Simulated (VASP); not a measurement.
# CdS (F-43m) in VASP: a series of runs

The runs below take CdS through single point, relaxation of cell and atoms, with PBEsol.

All numbers are computed with VASP 6.6.1; they aren't measurements. Logs are shortened: lines on timing, memory, paths and dates and some standing lists are left out, and cuts for length are marked.

### Step 1. Starting point

The structure is cubic, space group F-43m (No. 216). Conventional cell: a = 5.824 Å, b = 5.824 Å, c = 5.824 Å, α = 90.00°, β = 90.00°, γ = 90.00°. Cd (site symmetry -43m) has 4 S at 2.52 Å as nearest neighbours. S (site symmetry -43m) has 4 Cd at 2.52 Å as nearest neighbours.

### Step 2. Single point, PBEsol

File INCAR:

```
  PREC = Accurate
  ENCUT = 520
  EDIFF = 1E-6
  ISMEAR = 0
  SIGMA = 0.02
  LREAL = F
  LASPH = T
  NELM = 80
  ALGO = Normal
  ISIF = 2
  LWAVE = F
  LCHARG = F
  GGA = PS
  NBANDS = 16
```

File KPOINTS:

```
Automatic mesh
0
Gamma
  8 8 8
```

File POSCAR:

```
CdS
1.0
    0.0000000000     -2.9120980278     -2.9120980278
    2.9120980278      0.0000000000     -2.9120980278
    2.9120980278     -2.9120980278      0.0000000000
Cd S
1 1
Direct
    0.0000000000      0.0000000000      0.0000000000
    0.7500000000      0.7500000000      0.7500000000
```

Potentials or basis: VASP PAW PBE potentials, release 64 (Cd, S).

The run is started by

```console
$ cat potpaw_PBE.64/Cd/POTCAR potpaw_PBE.64/S/POTCAR > POTCAR
$ mpirun -np 1 vasp_std > vasp.out
```

OUTCAR:

```text
PREC = Accurate
   ENCUT = 520
   EDIFF = 1E-6
   ISMEAR = 0
   LREAL = F
   LASPH = T
   NELM = 80
   ISIF = 2
   GGA = PS

 ion  position               nearest neighbor table
   1  0.000  0.000  0.000-   2 2.52   2 2.52   2 2.52   2 2.52
   2  0.750  0.750  0.750-   1 2.52   1 2.52   1 2.52   1 2.52

  LATTYP: Found a face centered cubic cell.
 ALAT       =     5.8241960556

  Lattice vectors:

 A1 = (   0.0000000000,  -2.9120980278,  -2.9120980278)
 A2 = (   2.9120980278,   0.0000000000,  -2.9120980278)
 A3 = (   2.9120980278,  -2.9120980278,   0.0000000000)

Analysis of symmetry for initial positions (statically):
=====================================================================
 Subroutine PRICEL returns:
 Original cell was already a primitive cell.

 Routine SETGRP: Setting up the symmetry group for a
 face centered cubic supercell.

 Subroutine GETGRP returns: Found 24 space group operations
 (whereof 24 operations were pure point group operations)
 out of a pool of 48 trial point group operations.

The static configuration has the point symmetry T_d .

Analysis of symmetry for dynamics (positions and initial velocities):
=====================================================================
 Subroutine PRICEL returns:
 Original cell was already a primitive cell.

 Routine SETGRP: Setting up the symmetry group for a
 face centered cubic supercell.

 Subroutine GETGRP returns: Found 24 space group operations
 (whereof 24 operations were pure point group operations)
 out of a pool of 48 trial point group operations.

The dynamic configuration has the point symmetry T_d .

 Subroutine INISYM returns: Found 24 space group operations
 (whereof 24 operations are pure point group operations),
 and found     1 'primitive' translations

----------------------------------------------------------------------------------------

                                     Primitive cell

  volume of cell :      49.3910

  direct lattice vectors                    reciprocal lattice vectors
     0.000000000 -2.912098028 -2.912098028    -0.171697517 -0.171697517 -0.171697517
     2.912098028  0.000000000 -2.912098028     0.171697517  0.171697517 -0.171697517
     2.912098028 -2.912098028  0.000000000     0.171697517 -0.171697517  0.171697517

  length of vectors
     4.118328526  4.118328526  4.118328526     0.297388823  0.297388823  0.297388823

  position of ions in fractional coordinates (direct lattice)
     0.000000000  0.000000000  0.000000000
     0.750000000  0.750000000  0.750000000

  ion indices of the primitive-cell ions
   primitive index   ion index
                 1           1
                 2           2

----------------------------------------------------------------------------------------

 KPOINTS: Automatic mesh

Automatic generation of k-mesh.
 Grid dimensions read from file:
 generate k-points for:    8    8    8

 Generating k-lattice:

  Cartesian coordinates                     Fractional coordinates (reciprocal lattice)
    -0.021462190 -0.021462190 -0.021462190     0.125000000  0.000000000  0.000000000
     0.021462190  0.021462190 -0.021462190     0.000000000  0.125000000  0.000000000
     0.021462190 -0.021462190  0.021462190     0.000000000  0.000000000  0.125000000

  Length of vectors
     0.037173603  0.037173603  0.037173603

  Shift w.r.t. Gamma in fractional coordinates (k-lattice)
     0.000000000  0.000000000  0.000000000

 Subroutine IBZKPT returns following result:
 ===========================================

 Found     29 irreducible k-points:

 Following reciprocal coordinates:
            Coordinates               Weight
  0.000000  0.000000  0.000000      1.000000
  0.125000  0.000000  0.000000      8.000000
  0.250000  0.000000  0.000000      8.000000
  0.375000  0.000000  0.000000      8.000000
  0.500000  0.000000  0.000000      4.000000
  0.125000  0.125000  0.000000      6.000000
[... 16 lines left out ...]
  0.500000  0.250000  0.125000     48.000000
 -0.375000  0.250000  0.125000     24.000000
 [... further k-points ...]
   k-points           NKPTS =     29   k-points in BZ     NKDIM =     29   number of bands    NBANDS=     16
   number of dos      NEDOS =    301   number of ions     NIONS =      2
   total plane-waves  NPLWV =  32768
   dimension x,y,z NGX =    32 NGY =   32 NGZ =   32
   dimension x,y,z NGXF=    64 NGYF=   64 NGZF=   64
   ions per type =               1   1
   NGX,Y,Z   is equivalent  to a cutoff of  12.92, 12.92, 12.92 a.u.
   NGXF,Y,Z  is equivalent  to a cutoff of  25.84, 25.84, 25.84 a.u.
 SYSTEM =  unknown system
   PREC   = accura    normal or accurate (medium, high low for compatibility)
   ISTART =      0    job   : 0-new  1-cont  2-samecut
   ICHARG =      2    charge: 1-file 2-atom 10-const
   ISPIN  =      1    spin polarized calculation?
   LNONCOLLINEAR =      F non collinear calculations
   LSORBIT =      F    spin-orbit coupling
   LASPH  =      T    aspherical Exc in radial PAW
   ENCUT  =  520.0 eV  38.22 Ry    6.18 a.u.   7.66  7.66  7.66*2*pi/ulx,y,z
   NELM   =     80;   NELMIN=  2; NELMDL= -5     # of ELM steps
   EDIFF  = 0.1E-05   stopping-criterion for ELM
   LREAL  =      F    real-space projection
   EDIFFG = 0.1E-04   stopping-criterion for IOM
   NSW    =      0    number of steps for IOM
   IBRION =     -1    ionic relax: 0-MD 1-quasi-New 2-CG
   NFREE  =      0    steps in history (QN), initial steepest desc. (CG)
   ISIF   =      2    stress and relaxation
   ISYM   =      2    0-nonsym 1-usesym 2-fastsym
   POTIM  = 0.5000    time-step for ionic-motion
   TEBEG  =    0.0;   TEEND  =   0.0 temperature during run
   PSTRESS=    0.0 pullay stress
   NELECT =      18.0000    total number of electrons
   NUPDOWN=      -1.0000    fix difference up-down
   EMIN   =  10.00;   EMAX   =-10.00  energy-range for DOS
   EFERMI =   0.00;   METHOD = LEGACY
   ISMEAR =     0;   SIGMA  =   0.02  broadening in eV -4-tet -1-fermi 0-gaus
   EFERMI_NEDOS =   21; number of points for ismear=-14 and -15
   IALGO  =     38    algorithm
   IMIX   =      4    mixing-type and parameters
     AMIX     =   0.40;   BMIX     =  1.00
     AMIX_MAG =   1.60;   BMIX_MAG =  1.00
  volume/ion in A,a.u.               =      24.70       166.65
[... 38 lines left out ...]
      3      -6.4952      2.00000
      4      -6.4952      2.00000
      5      -6.0007      2.00000
      6      -6.0007      2.00000
[... 8 lines left out ...]
     15      12.7040      0.00000
     16      12.7040      0.00000

 k-point     2 :       0.1250    0.0000    0.0000
  band No.  band energies     occupation
      1     -11.0972      2.00000
      2      -6.4721      2.00000
      3      -6.4721      2.00000
      4      -6.4426      2.00000
      5      -6.0019      2.00000
      6      -6.0019      2.00000
[... 8 lines left out ...]
     15      12.0656      0.00000
     16      13.0607      0.00000

 k-point     3 :       0.2500    0.0000    0.0000
  band No.  band energies     occupation
      1     -10.9405      2.00000
      2      -6.4221      2.00000
      3      -6.4221      2.00000
      4      -6.2505      2.00000
      5      -5.9966      2.00000
      6      -5.9966      2.00000
[... 8 lines left out ...]
     15      11.8189      0.00000
     16      12.3759      0.00000

 k-point     4 :       0.3750    0.0000    0.0000
  band No.  band energies     occupation
      1     -10.7834      2.00000
      2      -6.3836      2.00000
      3      -6.3836      2.00000
      4      -5.9760      2.00000
      5      -5.9760      2.00000
      6      -5.8873      2.00000
[... 8 lines left out ...]
     15      12.6901      0.00000
     16      12.6901      0.00000

 k-point     5 :       0.5000    0.0000    0.0000
  band No.  band energies     occupation
      1     -10.7188      2.00000
      2      -6.3719      2.00000
      3      -6.3719      2.00000
      4      -5.9621      2.00000
      5      -5.9621      2.00000
      6      -5.6158      2.00000
[... 8 lines left out ...]
     15      13.7668      0.00000
     16      13.7668      0.00000

 k-point     6 :       0.1250    0.1250    0.0000
  band No.  band energies     occupation
      1     -11.0759      2.00000
      2      -6.4539      2.00000
      3      -6.4500      2.00000
      4      -6.4500      2.00000
      5      -6.0176      2.00000
      6      -5.9876      2.00000
[... 8 lines left out ...]
     15      12.8059      0.00000
     16      13.7295      0.00000

 k-point     7 :       0.2500    0.1250    0.0000
  band No.  band energies     occupation
      1     -10.9503      2.00000
      2      -6.4200      2.00000
      3      -6.3963      2.00000
      4      -6.3143      2.00000
      5      -6.0211      2.00000
      6      -5.9749      2.00000
[... 8 lines left out ...]
     15      12.6634      0.00000
     16      13.8000      0.00000

 k-point     8 :       0.3750    0.1250    0.0000
  band No.  band energies     occupation
      1     -10.7940      2.00000
      2      -6.3800      2.00000
      3      -6.3513      2.00000
      4      -6.0862      2.00000
      5      -5.9598      2.00000
      6      -5.9201      2.00000
[... 8 lines left out ...]
     15      13.1935      0.00000
     16      13.2626      0.00000

 k-point     9 :       0.5000    0.1250    0.0000
  band No.  band energies     occupation
      1     -10.6996      2.00000
      2      -6.3601      2.00000
      3      -6.3369      2.00000
      4      -6.0059      2.00000
      5      -5.9586      2.00000
      6      -5.6061      2.00000
[... 8 lines left out ...]
     15      13.5399      0.00000
     16      13.8007      0.00000
[... 172 lines left out ...]
 k-point    19 :       0.5000    0.3750    0.0000
  band No.  band energies     occupation
      1     -10.6029      2.00000
      2      -6.2788      2.00000
      3      -6.1681      2.00000
      4      -6.1482      2.00000
      5      -5.9249      2.00000
      6      -5.5622      2.00000
[... 8 lines left out ...]
     15      13.9277      0.00000
     16      14.8814      0.00000

 k-point    20 :      -0.3750    0.3750    0.0000
  band No.  band energies     occupation
      1     -10.5950      2.00000
      2      -6.2955      2.00000
      3      -6.1945      2.00000
      4      -6.0955      2.00000
      5      -5.9550      2.00000
      6      -5.4124      2.00000
[... 8 lines left out ...]
     15      13.2183      0.00000
     16      15.4555      0.00000

 k-point    21 :       0.5000    0.5000    0.0000
  band No.  band energies     occupation
      1     -10.5821      2.00000
      2      -6.2827      2.00000
      3      -6.1363      2.00000
      4      -6.1363      2.00000
      5      -5.9107      2.00000
      6      -5.5524      2.00000
[... 8 lines left out ...]
     15      13.6029      0.00000
     16      14.7150      0.00000

 k-point    22 :       0.3750    0.2500    0.1250
  band No.  band energies     occupation
      1     -10.8253      2.00000
      2      -6.3696      2.00000
      3      -6.3422      2.00000
      4      -6.1810      2.00000
      5      -5.9957      2.00000
      6      -5.9403      2.00000
[... 8 lines left out ...]
     15      13.2158      0.00000
     16      14.9928      0.00000

 k-point    23 :       0.5000    0.2500    0.1250
  band No.  band energies     occupation
      1     -10.7018      2.00000
      2      -6.3329      2.00000
      3      -6.3056      2.00000
      4      -6.0721      2.00000
      5      -5.9667      2.00000
      6      -5.7105      2.00000
[... 8 lines left out ...]
     15      13.9909      0.00000
     16      14.3041      0.00000

 k-point    24 :      -0.3750    0.2500    0.1250
  band No.  band energies     occupation
      1     -10.6514      2.00000
      2      -6.3283      2.00000
      3      -6.2880      2.00000
      4      -6.0292      2.00000
      5      -5.9737      2.00000
      6      -5.4982      2.00000
[... 8 lines left out ...]
     15      13.4494      0.00000
     16      14.3854      0.00000

 [... further k-points ...]

------------------------ aborting loop because EDIFF is reached ----------------------------------------

  FORCE on cell =-STRESS in cart. coord.  units (eV):
  Direction    XX          YY          ZZ          XY          YZ          ZX
  --------------------------------------------------------------------------------------
  -------------------------------------------------------------------------------------
  Total        0.1219861      0.1219861      0.1219861      0.0000000      0.0000000      0.0000000
  in kB        3.9570639      3.9570639      3.9570639      0.0000000      0.0000000      0.0000000
  external PRESSURE =       3.9570639 kB  Pullay stress =       0.0000000 kB

 VOLUME and BASIS-vectors are now :
 -----------------------------------------------------------------------------
  energy-cutoff  :      520.00
  volume of cell :       49.39
      direct lattice vectors                 reciprocal lattice vectors
     0.000000000 -2.912098028 -2.912098028    -0.171697517 -0.171697517 -0.171697517
     2.912098028  0.000000000 -2.912098028     0.171697517  0.171697517 -0.171697517
     2.912098028 -2.912098028  0.000000000     0.171697517 -0.171697517  0.171697517

 POSITION                                       TOTAL-FORCE (eV/Angst)
 -----------------------------------------------------------------------------------
      0.00000      0.00000      0.00000        -0.000000     -0.000000      0.000000
      4.36815     -4.36815     -4.36815         0.000000      0.000000     -0.000000
 -----------------------------------------------------------------------------------
    total drift:                                0.000000     -0.000000     -0.000000

  FREE ENERGIE OF THE ION-ELECTRON SYSTEM (eV)
  ---------------------------------------------------
  free  energy   TOTEN  =        -6.8131148373 eV

  energy  without entropy=       -6.8131148373  energy(sigma->0) =       -6.81311484
```

It took 17 s on 1 thread of AMD EPYC 7R13 (Zen 3), shared host; peak memory 0.15 GiB.

Results:

- Free energy: -6.8131 eV
- Pressure: 0.4 GPa
- Band gap on the k mesh: 1.02 eV, direct

Levels at points of the mesh, in eV from the valence-band top:
```csv
k point,band 5,band 6,band 7,band 8,band 9,band 10,band 11,band 12,band 13,band 14
"(0.00, 0.00, 0.00)",-7.25,-7.25,0.00,0.00,0.00,1.02,6.44,6.44,6.44,11.23
"(0.50, 0.00, 0.00)",-7.21,-6.87,-4.51,-0.77,-0.77,2.90,6.91,6.91,7.34,10.89
"(0.50, 0.50, 0.00)",-7.16,-6.80,-4.04,-1.93,-1.93,3.38,4.26,9.10,10.70,10.70
```

Caveat: the PAW data sets were made with another functional, which shifts forces and pressure a little.

### Step 3. Relaxation of cell and atoms, PBEsol

This run uses another cell than the first one, of 24.64 Å³/atom, 0.998 times its volume.

File INCAR:

```
SYSTEM = CdS
  PREC = Accurate
  ENCUT = 600
  EDIFF = 1E-6
  ISMEAR = 0
  SIGMA = 0.02
  LREAL = .False.
  LASPH = .True.
  NELM = 60
  ALGO = Normal
  ISIF = 3
  LWAVE = .False.
  LCHARG = .False.
  GGA = PS
  IBRION = 2
  NSW = 100
  EDIFFG = -0.005
```

File KPOINTS:

```
regular mesh
0
Gamma
  8 8 8
  0 0 0
```

File POSCAR:

```
CdS
1.0
    0.0000000000     -2.9100000000     -2.9100000000
    2.9100000000      0.0000000000     -2.9100000000
    2.9100000000     -2.9100000000      0.0000000000
Cd S
1 1
Direct
    0.0000000000      0.0000000000      0.0000000000
    0.7500000000      0.7500000000      0.7500000000
```

Potentials or basis: VASP PAW PBE potentials, release 64 (Cd, S).

The run is started by

```console
$ cat potpaw_PBE.64/Cd/POTCAR potpaw_PBE.64/S/POTCAR > POTCAR
$ mpirun -np 1 vasp_std > vasp.out
```

Wall time 54 s (1 thread of AMD EPYC 7R13 (Zen 3), shared host); peak memory 0.19 GiB.

The run converged. Its results:

```
Free energy                            : -6.8135 eV
Relaxed volume                         : 24.84 Å³/atom
Relaxed cell                           : a = 4.126 Å, b = 4.126 Å, c = 4.126 Å, α = 60.00°, β = 60.00°, γ = 60.00°
Space group after relaxing (to 0.05 Å) : F-43m (No. 216)
Energy gained by relaxing              : 0.3 meV/atom
Ionic steps                            : 3
Pressure after relaxing                : 0.0 GPa
Band gap on the k mesh                 : 1.01 eV, direct
```

The path:
```tsv
step	energy change (eV)	largest force (eV/Å)	pressure (GPa)	volume (Å³)
1	0.0000	0.0000	0.51	49.28
2	-0.0005	0.0000	-0.19	49.85
3	-0.0006	0.0000	0.03	49.68
```

Final structure:
```
Cd S
1.0
     0.00000   -2.91783   -2.91783
     2.91783    0.00000   -2.91783
     2.91783   -2.91783    0.00000
Cd S
1 1
Cartesian
  0.0000 0.0000 0.0000
  4.3767 -4.3767 -4.3767
```

Levels at points of the mesh, in eV from the valence-band top:
```csv
k point,band 5,band 6,band 7,band 8,band 9,band 10,band 11,band 12,band 13
"(0.00, 0.00, 0.00)",-7.24,-7.24,0.00,0.00,0.00,1.01,6.45,6.45,6.45
"(0.50, 0.00, 0.00)",-7.20,-6.86,-4.47,-0.76,-0.76,2.89,6.91,6.91,7.32
"(0.50, 0.50, 0.00)",-7.15,-6.80,-4.01,-1.91,-1.91,3.39,4.25,9.07,10.66
```

Caveat: the PAW data sets were made with another functional, which shifts forces and pressure a little. Zero-point motion and thermal expansion aren't in these numbers.

### Step 4. Single point, PBEsol

This run uses another cell than the first one, of 24.64 Å³/atom, 0.998 times its volume.

File INCAR:

```
PREC = Accurate
ENCUT = 520
EDIFF = 1E-7
ISMEAR = 0
SIGMA = 0.1
LREAL = False
LASPH = True
NELM = 80
ALGO = Normal
ISIF = 2
LWAVE = False
LCHARG = True
GGA = PS
LELF = True
LVHAR = True
NBANDS = 16
```

File KPOINTS:

```
Automatic mesh
0
Gamma
  6 6 6
```

POSCAR is that of step 3.

The run is started by

```console
$ cat potpaw_PBE.64/Cd/POTCAR potpaw_PBE.64/S/POTCAR > POTCAR
$ mpirun -np 1 vasp_std > vasp.out
```

It took 19 s on 1 thread of AMD EPYC 7R13 (Zen 3), shared host; peak memory 0.14 GiB.

It converged, with:

```yaml
Free_energy: -6.8102 eV
Pressure: 0.6 GPa
Band_gap_on_the_k_mesh: 1.02 eV, direct
```

Levels at points of the mesh, in eV from the valence-band top:
| k point | band 5 | band 6 | band 7 | band 8 | band 9 | band 10 | band 11 | band 12 | band 13 | band 14 |
| --- | --- | --- | --- | --- | --- | --- | --- | --- | --- | --- |
| (0.00, 0.00, 0.00) | -7.26 | -7.26 | 0.00 | 0.00 | 0.00 | 1.02 | 6.44 | 6.44 | 6.44 | 11.24 |
| (0.50, 0.00, 0.00) | -7.22 | -6.87 | -4.52 | -0.77 | -0.77 | 2.90 | 6.91 | 6.91 | 7.35 | 10.90 |
| (0.50, 0.50, 0.00) | -7.17 | -6.81 | -4.05 | -1.94 | -1.94 | 3.38 | 4.26 | 9.11 | 10.71 | 10.71 |

Caveat: the PAW data sets were made with another functional, which shifts forces and pressure a little.

### Step 5. Summary

| task | cell | k mesh | cutoff (eV) | smearing | gap on the mesh (eV) | pressure (GPa) |
| --- | --- | --- | --- | --- | --- | --- |
| single point | F-43m, 24.7 Å³/atom | 8 × 8 × 8 | 520 | gaussian 0.02 eV | 1.02 | 0.4 |
| relaxation of cell and atoms | relaxed | 8 × 8 × 8 | 600 | gaussian 0.02 eV | 1.01 | 0.0 |
| single point | F-43m, 24.64 Å³/atom | 6 × 6 × 6 | 520 | gaussian 0.1 eV | 1.02 | 0.6 |

Alike in all rows: level PBEsol; potentials or basis VASP PAW PBE potentials, release 64 (Cd, S); no spin polarisation.

Caveats: the PAW data sets were made with another functional, which shifts forces and pressure a little.

Total energies depend on the potentials used, so only differences within one code and one set of settings carry meaning.
